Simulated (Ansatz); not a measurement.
# SrO (P6_3/mmc) in Ansatz: further runs

Runs on SrO. Level: LDA. Tasks: single point, equation of state.

Everything below comes from runs of Ansatz 0.2.0. Logs are shortened: lines on timing, memory, paths and dates and some standing lists are left out, and cuts for length are marked.

## (1) The crystal as given

Symmetry: P6_3/mmc, No. 194, hexagonal system. Conventional cell: a = 3.553 Å, b = 3.553 Å, c = 6.217 Å, α = 90.00°, β = 90.00°, γ = 120.00°. Around Sr (site symmetry -6m2) lie 6 O at 2.57 Å. O (site symmetry -3m) has 6 Sr at 2.57 Å as nearest neighbours.

Measurements of this composition are mostly on another form, of space group No. 225.

## (2) Single point, LDA, 15.98 Å³/atom (volume scaled by 0.94)

The input, input.yaml:

```yaml
crystal:
  lattice:
    - [3.4807516534, 0.0, 0.0]
    - [-1.7403758267, 3.0144193562, 0.0]
    - [0.0, 0.0, 6.0903846125]
  atoms:
    - { symbol: Sr, position: [0.6666666667, 0.3333333333, 0.75] }
    - { symbol: Sr, position: [0.3333333333, 0.6666666667, 0.25] }
    - { symbol: O, position: [0.0, 0.0, 0.5] }
    - { symbol: O, position: [0.0, 0.0, 0.0] }
kpoints:
  mp_grid: { grid: [9, 9, 5] }
scf:
  occupations: { method: fermi_dirac, width: 0.05 }
hamiltonian:
  xc: lda
  pseudopotentials: { kind: all_electron, lapw: { basis_error: 0.002 } }
output:
  forces: true
  stress: true
  eigenvalues: true
```

Potentials or basis: all-electron LAPW, scalar-relativistic.

Command:

```
> ansatz run input.yaml --threads 2 --pin off --max-ram 6144MiB --backend cpu --events-out ev --progress --plain --runs-dir out
```

What it wrote:

```text
Warning: RAYON_NUM_THREADS=2 ignored (pool sized by the plan → 2); use --threads N
LAPW: plane waves up to 7.364 Å⁻¹, error target 2.0e-3 eV per atom; small_component_spin mean_spin; O in spheres of 1.215 Å, 6 of its electrons in bands, Dirac shells []; Sr in spheres of 1.307 Å, 28 of its electrons in bands, Dirac shells [] (how accurate: hamiltonian.pseudopotentials.lapw.basis_error, Limitations)
Engine: ansatz 0.2.0, x86_64-unknown-linux-gnu
Pseudopotentials: kind: all_electron
Pseudopotential: Sr, LAPW, valence charge 28, lapw/all_electron/scalar/gaussian/Sr, Koelling and Harmon's equation, gaussian nucleus
Pseudopotential: O, LAPW, valence charge 6, lapw/all_electron/scalar/gaussian/O, Koelling and Harmon's equation, gaussian nucleus
Functional definition: SPW92
  exchange = slater_x
  correlation = pw_c
Crystal: 4 atoms, lattice volume = 63.903 Å³
Basis set: ecut = 206.63593274525326 eV, 405 PW (Γ), exchange–correlation at level 2
Bands: 41, of which v1, the nominal top of the filled ones, is band 34 counted from 1 (33 counted from 0)
Symmetry: 24 space group operations
Space group: P63/mmc (ITA 194), of the structure as read, at distance tolerance 4.0e-5 Å
k-points: 36 of 405
Non-local potential: Sr, projectors of the file, none
Non-local potential: O, projectors of the file, none
Initial density: superposition of atomic densities (chi_scale 0.1, normalization cell, long waves kept (reshape's long-wave potential 0.00 eV rms))
Initial wavefunctions: plane waves of lowest kinetic energy (no species holds an atomic orbital)
Functional: x = slater, c = lda
iter 1 solved again at ethr=8.31e-3 eV; its pass at ethr=1.00e-1 eV (dr2=5.65e0 eV) is discarded
SCF iter   1: F=—  HF=-176921.827626 eV  |F-HF|=—  |Δ(HF+E_count)|=         —  Δρ=7.45e-2  dr2=5.65e0  ethr=8.31e-3  ⟨swp⟩=2.0  Hψ=9166  notcnv=0
preconditioner: auto → Resta (q_TF=auto, 2.757 Å⁻¹)  ε∞=3.1  [insulator: Δε(μ)=6.329 eV  Ē_g=17.105 eV  σ=0.050 eV  W_gap=1.00  n_scr=22 (ndim 8)  ℏωp=24.6 eV  f_vac=0.000  D(μ)=0.00/eV (n_scr^D=0)  ε∞_Penn≈3.1]
iter 2 solved again at ethr=2.20e-4 eV; its pass at ethr=8.31e-3 eV (dr2=1.50e-1 eV) is discarded
SCF iter   2: F=—  HF=-176918.756984 eV  |F-HF|=—  |Δ(HF+E_count)|=    3.07e0  Δρ=1.72e-2  dr2=1.50e-1  ethr=2.20e-4  ⟨swp⟩=2.1  Hψ=7632  notcnv=0  defer=1
SCF iter   3: F=—  HF=-176917.576127 eV  |F-HF|=—  |Δ(HF+E_count)|=    1.18e0  Δρ=2.50e-2  dr2=7.15e-1  ethr=2.20e-4  ⟨swp⟩=3.0  Hψ=4941  notcnv=0
SCF iter   4: F=—  HF=-176917.478303 eV  |F-HF|=—  |Δ(HF+E_count)|=         —  Δρ=1.16e-2  dr2=1.12e-1  ethr=2.20e-4  ⟨swp⟩=3.0  Hψ=4911  notcnv=0
the basis was enlarged: its passes take 142.2 KiB over the memory plan, 2 of 2 planned eigensolver slots
SCF iter   5: F=—  HF=-176917.376459 eV  |F-HF|=—  |Δ(HF+E_count)|=   1.02e-1  Δρ=2.08e-3  dr2=2.28e-3  ethr=1.65e-4  ⟨swp⟩=2.4  Hψ=4231  notcnv=0
SCF iter   6: F=—  HF=-176917.368469 eV  |F-HF|=—  |Δ(HF+E_count)|=   7.99e-3  Δρ=1.09e-3  dr2=1.46e-3  ethr=3.36e-6  ⟨swp⟩=3.0  Hψ=4467  notcnv=0
SCF iter   7: F=—  HF=-176917.368092 eV  |F-HF|=—  |Δ(HF+E_count)|=   3.77e-4  Δρ=5.82e-4  dr2=4.05e-4  ethr=2.15e-6  ⟨swp⟩=2.0  Hψ=4248  notcnv=0
SCF iter   8: F=—  HF=-176917.367947 eV  |F-HF|=—  |Δ(HF+E_count)|=   1.45e-4  Δρ=1.02e-4  dr2=1.28e-5  ethr=5.95e-7  ⟨swp⟩=2.0  Hψ=4248  notcnv=0
SCF iter   9: F=—  HF=-176917.367943 eV  |F-HF|=—  |Δ(HF+E_count)|=   4.16e-6  Δρ=1.86e-5  dr2=4.05e-7  ethr=1.88e-8  ⟨swp⟩=2.0  Hψ=4248  notcnv=0
SCF iter  10: F=-176917.367943 eV  HF=-176917.367943 eV  |F-HF|=6.40e-10  |Δ(HF+E_count)|=   1.82e-7  Δρ=9.20e-7  dr2=8.04e-10  ethr=5.96e-10  ⟨swp⟩=2.1  Hψ=4253  notcnv=0
SCF 1 converged in 10 iterations: F = -176917.367943 eV  dr2 = 8.04e-10
SCF converged after 10 iterations
Free energy (F): -176917.367943 eV
Harris-Foulkes:  -176917.367943 eV  (|F-HF|=6.40e-10)
Internal energy: -176917.367943 eV  (E = F + TS)
E sigma→0 (E₀):  -176917.367943 eV
Fermi energy:    11.839830 eV
--- Per-component energies (eV) ---
  E_band       = -6318.099659
  E_kinetic    = 181973.969842
  E_xc         = -5970.088929
  E_electrostatic = -352921.248855  (all electrons and nuclei)
  E_smearing   = -0.000000  (= −TS)
  E_closure    = 0.000000  (closes the sum)
  E_atoms      = -176890.812303  (free atoms, spherical and without spin; not in F)
  Σ components = -176917.367943   (vs F -176917.367943, Δ=0.00e0)
  Basis errors (estimates in eV, not in F): energy 7.5e-4 per atom: plane waves 6.7e-4 (3.8e-4 summed), levels above the bands 1.4e-56, relativity 6.5e-9, radial functions 7.9e-5, core shells 5.6e-8; eigenvalues (radial functions only) 2.4e-5; not estimated: angular momenta, meshes, grids; target (lapw.basis_error) 2.0e-3; muffin-tin radii O 1.215 Å, Sr 1.307 Å
--- Forces (eV/Å), atoms counted from 1 ---
  atom   1  Sr     0.00000000    -0.00000000     0.00000000
  atom   2  Sr     0.00000000     0.00000000     0.00000000
  atom   3  O      0.00000000    -0.00000000     0.00000000
  atom   4  O     -0.00000000    -0.00000000     0.00000000
  max |Σ_I F_I| component: 5.55e-17 eV/Å
--- Stress (GPa, compression-positive) ---
       -0.224472       0.000000       0.000000
        0.000000      -0.224472       0.000000
        0.000000       0.000000      -0.232782
  P = ⅓ Tr σ = -0.2272 GPa (-2.272 kbar)
--- Band table (eV; the first three rows and the last of 36) ---
  k-point 0: bands = ["-313.3671", "-313.3671", "-236.4111", "-236.4111", "-236.4111", "-236.4111", "-236.3898", "-236.3898", "-108.9813", "-108.9813", "-108.9813", "-108.9813", "-108.9635", "-108.9635", "-108.9635", "-108.9635", "-108.9626", "-108.9626", "-22.1660", "-22.0180", "-6.7219", "-4.9704", "-3.7723", "-3.7723", "-3.7721", "-3.7104", "-3.7104", "-2.1142", "7.4312", "9.2501", "9.2501", "9.4927", "9.4927", "10.3790", "13.6037", "15.3916", "15.4708", "16.6493", "16.6493", "17.9110", "17.9110"]
  k-point 1: bands = ["-313.3671", "-313.3671", "-236.4111", "-236.4111", "-236.4111", "-236.4111", "-236.3898", "-236.3898", "-108.9813", "-108.9813", "-108.9813", "-108.9813", "-108.9635", "-108.9635", "-108.9635", "-108.9635", "-108.9626", "-108.9626", "-22.1522", "-22.0325", "-6.6080", "-5.2744", "-3.7663", "-3.7663", "-3.7162", "-3.7162", "-3.4831", "-2.2259", "7.6411", "9.2622", "9.2622", "9.4574", "9.4574", "9.9472", "13.9970", "15.4123", "15.6617", "16.8521", "16.8521", "18.1674", "18.1674"]
  k-point 2: bands = ["-313.3671", "-313.3671", "-236.4111", "-236.4111", "-236.4111", "-236.4111", "-236.3898", "-236.3898", "-108.9813", "-108.9813", "-108.9813", "-108.9813", "-108.9635", "-108.9635", "-108.9635", "-108.9635", "-108.9626", "-108.9626", "-22.1157", "-22.0700", "-6.2845", "-5.8056", "-3.7508", "-3.7508", "-3.7316", "-3.7316", "-2.9855", "-2.5362", "8.2287", "9.0734", "9.3043", "9.3043", "9.3783", "9.3783", "14.8206", "15.3535", "16.1107", "17.0583", "17.3910", "17.3910", "18.0761"]
  k-point 35: bands = ["-313.3671", "-313.3671", "-236.4111", "-236.4111", "-236.4111", "-236.4111", "-236.3898", "-236.3898", "-108.9813", "-108.9813", "-108.9813", "-108.9813", "-108.9635", "-108.9635", "-108.9635", "-108.9635", "-108.9626", "-108.9626", "-21.9218", "-21.9218", "-6.2439", "-5.8195", "-4.7077", "-4.7077", "-3.9260", "-3.9260", "-3.3061", "-2.7997", "8.0673", "8.0673", "9.0519", "9.3216", "9.7002", "9.7002", "15.3869", "15.3869", "17.3455", "17.3455", "19.0111", "19.3435", "20.2523"]
```

Run time: 14 s. Hardware: 2 threads of Intel Xeon at 2.70GHz, shared host; peak memory 0.38 GiB.

What came out:

| Property | Result |
| --- | --- |
| Free energy | -176917.3679 eV |
| Pressure | -0.2 GPa |
| Band gap on the k mesh | 2.97 eV, indirect (least direct gap 3.22 eV) |

Caveat: an odd mesh through Γ misses points on the zone boundary, where band edges often lie.

## (3) Single point, LDA, 16.32 Å³/atom (volume scaled by 0.96)

input.yaml, as its differences from that of step 2:

```diff
@@ -2,5 +2,5 @@
   lattice:
-    - [3.4807516534, 0.0, 0.0]
-    - [-1.7403758267, 3.0144193562, 0.0]
-    - [0.0, 0.0, 6.0903846125]
+    - [3.5052647967, 0.0, 0.0]
+    - [-1.7526323983, 3.0356483609, 0.0]
+    - [0.0, 0.0, 6.1332760581]
   atoms:
```

Potentials or basis: all-electron LAPW, scalar-relativistic.

Command:

```
> ansatz run input.yaml --threads 2 --pin off --max-ram 6144MiB --backend cpu --events-out ev --progress --plain --runs-dir out
```

Wall time 13 s (2 threads of Intel Xeon at 2.70GHz, shared host); peak memory 0.38 GiB.

The run converged. Its results:

| Item | Value |
| --- | --- |
| Free energy | -176917.3573 eV |
| Pressure | -2.2 GPa |
| Band gap on the k mesh | 2.97 eV, indirect (least direct gap 3.10 eV) |

Caveat: an odd mesh through Γ misses points on the zone boundary, where band edges often lie.

## (4) Single point, LDA, 16.66 Å³/atom (volume scaled by 0.98)

input.yaml, as its differences from that of step 3:

```diff
@@ -2,5 +2,5 @@
   lattice:
-    - [3.5052647967, 0.0, 0.0]
-    - [-1.7526323983, 3.0356483609, 0.0]
-    - [0.0, 0.0, 6.1332760581]
+    - [3.5294398006, 0.0, 0.0]
+    - [-1.7647199003, 3.0565845284, 0.0]
+    - [0.0, 0.0, 6.1755758504]
   atoms:
```

Command:

```
> ansatz run input.yaml --threads 2 --pin off --max-ram 6144MiB --backend cpu --events-out ev --progress --plain --runs-dir out
```

It took 13 s on 2 threads of Intel Xeon at 2.70GHz, shared host; peak memory 0.38 GiB.

Results (log left out):

| Property | Result |
| --- | --- |
| Free energy | -176917.3306 eV |
| Pressure | -4.0 GPa |
| Band gap on the k mesh | 2.97 eV, indirect (least direct gap 2.98 eV) |

Caveat: an odd mesh through Γ misses points on the zone boundary, where band edges often lie.

## (5) Single point, LDA, 17.00 Å³/atom

input.yaml, as its differences from that of step 4:

```diff
@@ -2,5 +2,5 @@
   lattice:
-    - [3.5294398006, 0.0, 0.0]
-    - [-1.7647199003, 3.0565845284, 0.0]
-    - [0.0, 0.0, 6.1755758504]
+    - [3.5532880902, 0.0, 0.0]
+    - [-1.7766440451, 3.0772377531, 0.0]
+    - [0.0, 0.0, 6.21730398]
   atoms:
```

Command:

```
> ansatz run input.yaml --threads 2 --pin off --max-ram 6144MiB --backend cpu --events-out ev --progress --plain --runs-dir out
```

Run time: 13 s. Hardware: 2 threads of Intel Xeon at 2.70GHz, shared host; peak memory 0.38 GiB.

Results (log left out):

```yaml
Free_energy: -176917.2896 eV
Pressure: -5.6 GPa
Band_gap_on_the_k_mesh: 2.87 eV, direct
```

Caveat: an odd mesh through Γ misses points on the zone boundary, where band edges often lie.

## (6) Single point, LDA, 17.34 Å³/atom (volume scaled by 1.02)

input.yaml, as its differences from that of step 5:

```diff
@@ -2,5 +2,5 @@
   lattice:
-    - [3.5532880902, 0.0, 0.0]
-    - [-1.7766440451, 3.0772377531, 0.0]
-    - [0.0, 0.0, 6.21730398]
+    - [3.5768204852, 0.0, 0.0]
+    - [-1.7884102426, 3.097617405, 0.0]
+    - [0.0, 0.0, 6.2584793785]
   atoms:
```

Potentials or basis: all-electron LAPW, scalar-relativistic.

Command:

```
> ansatz run input.yaml --threads 2 --pin off --max-ram 6144MiB --backend cpu --events-out ev --progress --plain --runs-dir out
```

It took 10 s on 2 threads of Intel Xeon at 2.70GHz, shared host; peak memory 0.38 GiB.

Results (log left out):

```
Free energy            : -176917.2358 eV
Pressure               : -7.0 GPa
Band gap on the k mesh : 2.76 eV, direct
```

Caveat: an odd mesh through Γ misses points on the zone boundary, where band edges often lie.

## (7) Single point, LDA, 17.68 Å³/atom (volume scaled by 1.04)

input.yaml, as its differences from that of step 6:

```diff
@@ -2,5 +2,5 @@
   lattice:
-    - [3.5768204852, 0.0, 0.0]
-    - [-1.7884102426, 3.097617405, 0.0]
-    - [0.0, 0.0, 6.2584793785]
+    - [3.6000472431, 0.0, 0.0]
+    - [-1.8000236215, 3.1177323673, 0.0]
+    - [0.0, 0.0, 6.2991199937]
   atoms:
```

Command:

```
> ansatz run input.yaml --threads 2 --pin off --max-ram 6144MiB --backend cpu --events-out ev --progress --plain --runs-dir out
```

Run time: 12 s. Hardware: 2 threads of Intel Xeon at 2.70GHz, shared host; peak memory 0.38 GiB.

The run converged. Its results:

- Free energy: -176917.1706 eV
- Pressure: -8.3 GPa
- Band gap on the k mesh: 2.66 eV, direct

Caveat: an odd mesh through Γ misses points on the zone boundary, where band edges often lie.

## (8) Single point, LDA, 18.02 Å³/atom (volume scaled by 1.06)

input.yaml, as its differences from that of step 7:

```diff
@@ -2,5 +2,5 @@
   lattice:
-    - [3.6000472431, 0.0, 0.0]
-    - [-1.8000236215, 3.1177323673, 0.0]
-    - [0.0, 0.0, 6.2991199937]
+    - [3.6229780985, 0.0, 0.0]
+    - [-1.8114890493, 3.1375910707, 0.0]
+    - [0.0, 0.0, 6.3392428589]
   atoms:
```

Command:

```
> ansatz run input.yaml --threads 2 --pin off --max-ram 6144MiB --backend cpu --events-out ev --progress --plain --runs-dir out
```

It took 10 s on 2 threads of Intel Xeon at 2.70GHz, shared host; peak memory 0.38 GiB.

Results (log left out):

```
Free energy            : -176917.0952 eV
Pressure               : -9.4 GPa
Band gap on the k mesh : 2.56 eV, direct
```

Caveat: an odd mesh through Γ misses points on the zone boundary, where band edges often lie.

## (9) Equation of state, LDA

Potentials or basis: all-electron LAPW, scalar-relativistic.

No new run: the results of the series are fitted here.

Results:

| Quantity | Value |
| --- | --- |
| Equilibrium volume | 15.94 Å³/atom (rough: see the caveat) |
| Bulk modulus at fixed shape and positions | 101 GPa (rough) |

Energy against volume, from the lowest point:
```csv
volume (Å³/atom),energy (meV/atom)
15.976,0.00
16.316,2.65
16.656,9.32
16.995,19.58
17.335,33.04
17.675,49.34
18.015,68.18
```

Caveat: the minimum lies outside the volumes run; the cell was scaled at fixed shape and fractional positions, which overstates the stiffness of a crystal with free parameters, most of all of layers and chains.
